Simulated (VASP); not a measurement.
ZnS (Wurtzite-4H), 8 atoms in the cell. Symmetry: P6_3mc, No. 186, hexagonal system. Conventional cell: a = 3.823 Å, b = 3.823 Å, c = 12.520 Å, α = 90.00°, β = 90.00°, γ = 120.00°. Zn (site symmetry 3m) has 4 S at 2.34 to 2.35 Å as nearest neighbours. Zn (site symmetry 3m) has 4 S at 2.34 to 2.35 Å as nearest neighbours. Around S (site symmetry 3m) lie 4 Zn at 2.34 to 2.35 Å. S (site symmetry 3m) has 4 Zn at 2.34 to 2.35 Å as nearest neighbours. 

```yaml
Program: VASP 6.6.1
Task: relaxation of cell and atoms
Functional: PBE
Dispersion: rVV10
Potentials_or_basis: VASP PAW PBE potentials, release 64 (Zn, S)
Cutoff: 600 eV
k_mesh: 8 × 8 × 3
Occupations: fermi-dirac, width 0.05 eV
Spin: no spin polarisation
Further_INCAR_settings: ALGO = Normal; EDIFF = 1e-06; IBRION = 2; EDIFFG = -0.005; NSW = 40; ISIF = 3
```

Potentials or basis: VASP PAW PBE potentials, release 64 (Zn, S).

Launch:

```console
$ cat potpaw_PBE.64/Zn/POTCAR potpaw_PBE.64/S/POTCAR > POTCAR
$ mpirun -np 1 vasp_std > vasp.out
```

Hardware: 1 thread of Intel(R) Xeon(R) 6975P-C (Granite Rapids) (shared host).

**Question.** Estimate the wall time of this run.

**Answer.** Run time: 12 min on 1 thread of Intel(R) Xeon(R) 6975P-C (Granite Rapids), on a shared host, peak memory 0.75 GiB. Counts: scf iterations 52, k points 20, ion steps 8.
